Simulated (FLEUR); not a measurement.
**AlNi: band structure with LDA**

Crystal: AlNi.

```xyz
2
Lattice="2.8810 0.0000 0.0000 0.0000 2.8810 0.0000 0.0000 0.0000 2.8810" Properties=species:S:1:pos:R:3 pbc="T T T"
Ni    1.4405    1.4405    1.4405
Al    0.0000    0.0000    0.0000
```

* Program: FLEUR MaX-R8.1 (later development tree)
* Task: band structure
* Functional: LDA
* Potentials or basis: all-electron
* Basis: FLAPW
* Kmax: 4.78 1/bohr
* k mesh: 9 × 9 × 9
* Occupations: fermi-dirac, width 0.05 eV
* Spin: collinear spin, ferromagnetic start
* Starting moments: [1.001, 0.0] μB
* Gmax: 14.8 1/bohr
* Muffin-tin radii: Ni 2.32, Al 2.05 bohr
* lmax: Ni 9, Al 8
* lnonsphr: Ni 9, Al 8
* Local orbitals a species: Ni 5, Al 4
* Max iterations: 60
* Mixing factor: 0.05
* Mixer: Anderson
* Mixer history: 15
* Density convergence: 1e-05 me/bohr^3

```yaml
Band_gap_along_the_path: none (metal or under the smearing width)
Net_moment: 0.00 μB per cell
Valence_electrons_inside_the_program's_atomic_spheres: Ni 17.34; Al 9.05 (radii Ni 2.32, Al 2.05 bohr)
```

Levels at the corners of the path, in eV from the Fermi level:
Spin up:
| point | band 12 | band 13 | band 14 | band 15 | band 16 | band 17 |
| --- | --- | --- | --- | --- | --- | --- |
| Γ | -1.56 | -1.56 | -1.56 | 5.44 | 5.44 | 5.44 |
| X | -2.27 | -2.27 | -1.47 | -0.67 | 8.36 | 9.95 |
| M | -2.85 | -2.10 | -2.10 | -1.04 | 1.43 | 2.48 |
| Γ | -1.56 | -1.56 | -1.56 | 5.44 | 5.44 | 5.44 |
| R | -1.01 | -1.01 | 2.01 | 2.01 | 2.01 | 3.57 |
| X | -2.27 | -2.27 | -1.47 | -0.67 | 8.36 | 9.95 |
| M | -2.85 | -2.10 | -2.10 | -1.04 | 1.43 | 2.48 |
| R | -1.01 | -1.01 | 2.01 | 2.01 | 2.01 | 3.57 |
Spin down:
```csv
point,band 10,band 11,band 12,band 13,band 14,band 15,band 16,band 17,band 18,band 19
Γ,-3.26,-3.26,-1.56,-1.56,-1.56,5.44,5.44,5.44,8.23,8.23
X,-6.78,-2.79,-2.27,-2.27,-1.47,-0.67,8.36,9.95,9.95,10.82
M,-3.40,-2.85,-2.85,-2.10,-2.10,-1.04,1.43,2.48,12.12,15.11
Γ,-3.26,-3.26,-1.56,-1.56,-1.56,5.44,5.44,5.44,8.23,8.23
R,-4.11,-4.11,-1.01,-1.01,2.01,2.01,2.01,3.57,4.50,4.50
X,-6.78,-2.79,-2.27,-2.27,-1.47,-0.67,8.36,9.95,9.95,10.82
M,-3.40,-2.85,-2.85,-2.10,-2.10,-1.04,1.43,2.48,12.12,15.11
R,-4.11,-4.11,-1.01,-1.01,2.01,2.01,2.01,3.57,4.50,4.50
```

Core levels (eV from the Fermi level):
```
atom                                                   levels
1 Ni  1s1/2 -8185.4, 2s1/2 -971.5, 2p1/2 -847.6, 2p3/2 -830.1
2 Al                                            1s1/2 -1498.6
```

Wall time 100 s on 1 thread of Intel(R) Xeon(R) Processor @ 2.70GHz, with other jobs on the host, peak memory 0.07 GiB.
